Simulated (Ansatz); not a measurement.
SrF2 (fluorite), conventional cell a = b = c = 5.857 Å, α = β = γ = 90.00°. The calculation uses the primitive cell of 3 atoms, to which meshes and values per cell refer.

E(V) scan at fixed shape, V₀ the volume above. Symmetry pins the atoms to their sites.

All values below come from PBE (plane waves to 420 eV, PAW, scalar-relativistic; Ansatz, a first-principles code). k mesh 10×10×10 (Γ-centred), Fermi-Dirac smearing 0.05 eV. The energy includes the smearing's −TS. Compression counts positive. SrF2 was relaxed with its symmetry unable to fall. The zero of ΔE is the relaxed starting cell.

The scan covers V/V₀ from 0.900 to 1.100 in 9 points.

Task: What is the fitted pressure derivative B₀′?

Result: 4.6.

Task: What bulk modulus B₀ follows from a third-order Birch-Murnaghan fit?

Result: 64.6 GPa.

(A scan under strain: stresses follow from slopes of the energy per volume, elastic moduli from its curvatures.)
